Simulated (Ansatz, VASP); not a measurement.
Two plane-wave programs on WC

```
W C
1.0
     0.00000    2.16160    2.16160
     2.16160    0.00000    2.16160
     2.16160    2.16160    0.00000
W C
1 1
Direct
  0.00000 0.00000 0.00000
  0.50000 0.50000 0.50000
```

Alike in both runs: functional LDA; k mesh 17 × 17 × 17; occupations fermi-dirac, width 0.1 eV; no spin polarisation.

Ansatz relaxed the structure, and its values are those at the end. VASP's run is a single point on that final structure, the one shown.

```csv
,VASP,Ansatz
version,VASP 6.6.1,Ansatz 0.2.0
potentials or method,"VASP PAW LDA potentials, release 64 (W_sv, C)","plane waves, PAW"
plane-wave cutoff (eV),520,420
valence electrons in the cell,18,18
```

|  | VASP | Ansatz | Ansatz less VASP |
| --- | --- | --- | --- |
| pressure (GPa) | 2.4 | 0.0 | -2.43 |

Spin-orbit coupling is left out, which matters for the levels of W.
